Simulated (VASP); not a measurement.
# Gap, carriers and strain in SbAs (F-43m), part 3 of 3

The runs below take SbAs at its given cell and follow the band edges through several levels. The cell is generated by rule, not measured, and may not be a known phase.

VASP 6.6.1, plane waves and PAW; the level of theory is named at each step.

Still holding for the runs below: The k-mesh is coarse for a metal.

So far. Step 3 (Bands on a dense mesh): At 12.6 GPa the cell is away from the equilibrium volume of this level: left free, it would expand. Step 5 (Orbitals for bands with HSE06): The run ends at a pressure of 13.10 GPa.

The structure was built from a prototype and need not be the compound's stable phase.

### 6. Bands with HSE06

This step: HSE06; plane waves and PAW (As, Sb); invented cell (VASP 6.6.1).

A quarter of screened exact exchange corrects much of the semilocal gap error; its cost forces a coarser mesh.

Contents of INCAR:

```
SYSTEM = SbAs
PREC = Accurate
ENCUT = 400
EDIFF = 1E-06
NELM = 100
ISMEAR = 0
SIGMA = 0.02
LREAL = .FALSE.
ALGO = Normal
LHFCALC = .TRUE.
AEXX = 0.25
GGA = PE
HFSCREEN = 0.2
LASPH = .TRUE.
NBANDS = 11
PRECFOCK = Fast
LORBIT = 11
LWAVE = .FALSE.
LCHARG = .FALSE.
KPAR = 4
ISIF = 2
```

Contents of POSCAR:

```
SbAs
1.0
    0.0000000000      3.0137700000      3.0137700000
    3.0137700000      0.0000000000      3.0137700000
    3.0137700000      3.0137700000      0.0000000000
As Sb
1 1
Direct
    0.0000000000      0.0000000000      0.0000000000
    0.2500000000      0.2500000000      0.2500000000
```

Contents of KPOINTS:

```
Automatic mesh
0
Gamma
4 4 4
0 0 0
```

Contents of KPOINTS_OPT:

```
Line mode
8
Line-mode
Reciprocal
  0.00000000   0.00000000   0.00000000 GAMMA
  0.50000000   0.00000000   0.50000000 X

  0.50000000   0.00000000   0.50000000 X
  0.50000000   0.25000000   0.75000000 W

  0.50000000   0.25000000   0.75000000 W
  0.37500000   0.37500000   0.75000000 K

  0.37500000   0.37500000   0.75000000 K
  0.00000000   0.00000000   0.00000000 GAMMA

  0.00000000   0.00000000   0.00000000 GAMMA
  0.50000000   0.50000000   0.50000000 L

  0.50000000   0.50000000   0.50000000 L
  0.62500000   0.25000000   0.62500000 U

  0.62500000   0.25000000   0.62500000 U
  0.50000000   0.25000000   0.75000000 W

  0.50000000   0.25000000   0.75000000 W
  0.50000000   0.50000000   0.50000000 L

  0.50000000   0.50000000   0.50000000 L
  0.37500000   0.37500000   0.75000000 K

  0.62500000   0.25000000   0.62500000 U
  0.50000000   0.00000000   0.50000000 X
```

Potentials, in the order of the species: As and Sb (PBE family, release 64).

The WAVECAR or CHGCAR of an earlier step is read.

On the command line:

```console
mpirun -np 4 vasp_std
```

Log:

```text
[banner, memory and clock lines left out]
running    4 mpi-ranks, on    1 nodes
 distrk:  each k-point on    1 cores,    4 groups
 distr:  one band on    1 cores,    1 groups

 POSCAR found type information on POSCAR AsSb
 POSCAR found :  2 types and       2 ions
 LDA part: xc-table for (Slater+PW92), standard interpolation
 found WAVECAR, reading the header
 POSCAR, INCAR and KPOINTS ok, starting setup
 FFT: planning ... GRIDC
 FFT: planning ... GRID_SOFT
 FFT: planning ... GRID
 reading WAVECAR
 the WAVECAR file was read successfully
 initial charge from wavefunction
 entering main loop
       N       E                     dE             d eps       ncg     rms          rms(c)
DAV:   1    -0.979753845406E+01   -0.97975E+01   -0.18615E+00   176   0.906E+00    0.164E+01
DAV:   2    -0.980280656299E+01   -0.52681E-02   -0.22579E-02   188   0.139E+00    0.105E+01
DAV:   3    -0.980118362285E+01    0.16229E-02   -0.15645E-03   182   0.246E-01    0.647E+00
DAV:   4    -0.980071221944E+01    0.47140E-03   -0.53936E-04   182   0.123E-01    0.389E+00
DAV:   5    -0.980058943159E+01    0.12279E-03   -0.14123E-04   191   0.639E-02    0.232E+00
DAV:   6    -0.980055929027E+01    0.30141E-04   -0.37347E-05   191   0.339E-02    0.138E+00
DAV:   7    -0.980055466250E+01    0.46278E-05   -0.10579E-05   194   0.188E-02    0.821E-01
DAV:   8    -0.980055658404E+01   -0.19215E-05   -0.30679E-06   200   0.105E-02    0.488E-01
DAV:   9    -0.980055933359E+01   -0.27496E-05   -0.85922E-07   127   0.600E-03    0.291E-01
DAV:  10    -0.980056112833E+01   -0.17947E-05   -0.38666E-07    97   0.425E-03    0.173E-01
DAV:  11    -0.980056231816E+01   -0.11898E-05   -0.11979E-07    97   0.254E-03    0.103E-01
DAV:  12    -0.980056332765E+01   -0.10095E-05   -0.47337E-08    88   0.167E-03    0.612E-02
DAV:  13    -0.980056391544E+01   -0.58779E-06   -0.19976E-08    88   0.114E-03
   1 F= -.98005639E+01 E0= -.98000350E+01  d E =-.105786E-02
 Start KPOINTS_OPT (optional k-point list driver)
k-point batch [1-8\80]
       N       E                     dE             ncg
DAV:   1     0.224625771197E+03   -0.93338E+03      176
DAV:   2    -0.401994550352E+02   -0.26483E+03      202
DAV:   3    -0.604128984487E+02   -0.20213E+02      214
DAV:   4    -0.606941747189E+02   -0.28128E+00      222
DAV:   5    -0.606969140375E+02   -0.27393E-02      211
DAV:   6    -0.606969578397E+02   -0.43802E-04      216
DAV:   7    -0.606969592856E+02   -0.14459E-05      203
DAV:   8    -0.606969593606E+02   -0.74987E-07      152
[...]
k-point batch [73-80\80]
       N       E                     dE             ncg
DAV:   1     0.127257225114E+03   -0.24891E+04      176
DAV:   2    -0.104756782436E+03   -0.23201E+03      208
DAV:   3    -0.119919376353E+03   -0.15163E+02      263
DAV:   4    -0.120148920010E+03   -0.22954E+00      217
DAV:   5    -0.120151630254E+03   -0.27102E-02      214
DAV:   6    -0.120151667705E+03   -0.37452E-04      240
DAV:   7    -0.120151668655E+03   -0.94955E-06      235
```

Run time: 6 min. Hardware: 4 MPI ranks of AMD EPYC 7R43, shared host; peak memory 0.92 GiB; 24 min of CPU time.

OUTCAR, selected parts (step 6):

```text
   k-points           NKPTS =      8   k-points in BZ     NKDIM =     64   number of bands    NBANDS=     11

   NELECT =      10.0000    total number of electrons

  exchange ACFDT corr.  =         0.00000000  see jH, gK, PRB 81, 115126

 E-fermi :   5.7830

 k-point     1 :       0.0000    0.0000    0.0000
  band No.  band energies     occupation
      1     -10.1237      2.00000
      2       1.0995      2.00000
      3       3.0352      2.00000
      4       3.0352      2.00000
      5       3.0352      2.00000
      6       6.5684      0.00000
      7       6.5684      0.00000
      8       6.5684      0.00000
      9      10.8847      0.00000
     10      13.6629      0.00000
    ...

  Total        3.5421941      3.5421941      3.5421941      0.0000000      0.0000000      0.0000000
  in kB      103.6627253    103.6627253    103.6627253      0.0000000      0.0000000      0.0000000
  external PRESSURE =     103.6627253 kB  Pullay stress =       0.0000000 kB

  FREE ENERGIE OF THE ION-ELECTRON SYSTEM (eV)
  ---------------------------------------------------
  free  energy   TOTEN  =        -9.8005639154 eV

  energy  without entropy=       -9.7995060600  energy(sigma->0) =       -9.80003499

[... 8 parts as in an earlier step ...]

[... 9 further parts left out ...]
```

The k-mesh is coarse for exact exchange; in a metal the Fermi energy and the levels can shift by several tenths of an eV on a finer one.

This step gave:

```yaml
scf_cycles: 13
free_energy_toten: -9.801 eV
energy_at_zero_smearing: -9.800 eV
fermi_energy: 5.783 eV
pressure: 10.37 GPa
```

The electronic bands at the labelled points (eV, zero at the Fermi level; # counts the bands kept, so #1 is VASP's band 2):

```
          point      #1     #2     #3     #4     #5    #6    #7    #8
              Γ   -4.68  -2.75  -2.75  -2.75   0.79  0.79  0.79  5.10
0.43 of the way   -7.74  -4.14  -4.14  -0.42  -0.21  3.01  3.01  5.22
              X  -11.46  -5.36  -5.36  -1.07  -0.68  6.74  6.74  8.00
0.43 of the way  -11.44  -5.63  -5.61  -0.29   0.02  5.43  5.73  7.89
              W  -11.40  -5.97  -5.95   1.68   1.90  2.72  3.67  7.87
0.43 of the way  -11.33  -6.20  -5.50   0.49   1.98  3.56  4.22  7.21
              K  -11.26  -6.32  -4.98  -0.64   1.97  4.73  5.09  5.99
0.43 of the way   -9.20  -5.49  -3.71  -0.72   2.26  2.31  3.15  6.16
              Γ   -4.68  -2.75  -2.75  -2.75   0.79  0.79  0.79  5.10
0.43 of the way   -7.46  -3.34  -3.34  -2.16   1.61  1.61  2.31  6.69
              L  -10.44  -3.96  -3.96  -2.66   2.13  2.13  5.62  7.61
0.43 of the way  -10.56  -5.50  -4.30  -1.00   1.99  2.95  5.06  7.01
              U  -11.26  -6.32  -4.98  -0.64   1.97  4.73  5.09  5.99
0.43 of the way  -11.30  -6.25  -5.32   0.04   1.98  3.95  4.50  6.84
              W  -11.40  -5.97  -5.95   1.68   1.90  2.72  3.67  7.87
0.57 of the way  -10.62  -5.69  -4.48  -0.61   1.82  3.29  4.91  6.50
              L  -10.44  -3.96  -3.96  -2.66   2.13  2.13  5.62  7.61
0.57 of the way  -10.70  -5.95  -4.50  -0.65   2.25  3.49  4.50  6.55
              K  -11.26  -6.32  -4.98  -0.64   1.97  4.73  5.09  5.99
      jump to U  -11.26  -6.32  -4.98  -0.64   1.97  4.73  5.09  5.99
0.57 of the way  -11.45  -5.69  -5.29  -0.87  -0.14  6.09  6.33  7.54
              X  -11.46  -5.36  -5.36  -1.07  -0.68  6.74  6.74  8.00
```

Of the projections kept (As, Sb), the largest for each band there; the rest of the weight can lie on other orbitals:

```
point       #1       #2       #3       #4       #5       #6       #7       #8
    Γ  Sb 0.52  As 0.60  As 0.60  As 0.60  Sb 0.67  Sb 0.67  Sb 0.67  Sb 0.80
    X  Sb 0.87  As 0.51  As 0.51  Sb 0.67  As 0.58  Sb 0.52  Sb 0.52  As 0.82
    W  Sb 0.88  Sb 0.53  As 0.54  As 0.69  Sb 0.74  As 0.74  Sb 0.80  As 0.59
    K  Sb 0.81  As 0.50  As 0.52  Sb 0.55  As 0.55  Sb 0.57  Sb 0.53  As 0.56
    Γ  Sb 0.52  As 0.60  As 0.60  As 0.60  Sb 0.67  Sb 0.67  Sb 0.67  Sb 0.80
    L  Sb 0.63  As 0.54  As 0.54  Sb 0.55  Sb 0.59  Sb 0.59  As 0.66  As 0.72
```

The electronic bands as a text plot (rows in eV, shown from -8.0 to 5.1 only):

```
    4.8 |*          *   **        *    *    * **     *    *  **
    4.3 |    **        ** *                  ** *   *      ***
    3.7 |            ***  *                     ****       *
    3.2 |   *        *    *****       *     *    *  **    *
    2.6 |             *                    * **   **  *     **
    2.1 |  *          ****  ** *     ********  ****** ******
    1.6 |            **       *     **            *  *        *
    1.0 |**                    ******            * *
    0.5 | *         *  *                            *
   -0.1 |  *****   *    *                       *              *
   -0.6 |   *** ***      *****               ***     *     ******
   -1.2 |  *   ****           *             *         *   *     *
   -1.7 |                      *           *
   -2.3 | *                     ** *****  *            * *
   -2.8 |**                    ******   **              *
   -3.4 |  *                  *      **
   -3.9 |   *              *** *       *****           ***
   -4.5 |*   **           *   *   *       * **       *** ****
   -5.0 |      *        **         *       *  **    * *      **
   -5.5 | *     *****  *    **  **          *   ** * *    *    **
   -6.1 |            ***** *        *        ********      ****
   -6.6 |  *              *    *
   -7.2 |
   -7.7 |   *                        *
         Γ       X    W  K        Γ      L     U  W     L   K|U X
```

### 7. Results

```yaml
gap_pbesol: none
gap_with_spin_orbit_coupling: none
gap_hse06_without_spin_orbit_coupling: none
```

At this level the bands overlap or touch. Masses were not obtained, since there is no gap at this level. The strain response was not obtained, since there is no gap at this level.

[Lines on the potential files, build, host, timing and source positions are cut from VASP's logs without a mark.]

[Logs are printed without paths, hosts, clocks, repeated set-up lines and the standing remarks that a program may print on its own settings, such as how far it seeks lower states.]

[Hosts, paths, dates, database ids (printed as entryN), source tags and the programs' standing remarks are cut or masked in the printed files.]

[In band tables of VASP the shares of atoms and orbitals are scaled to a sum of 1 inside the atoms' spheres.]

[Gaps and slopes under strain along one axis are those of the sampled path and mesh points; where strain splits equal valleys, another of them can be the edge.]
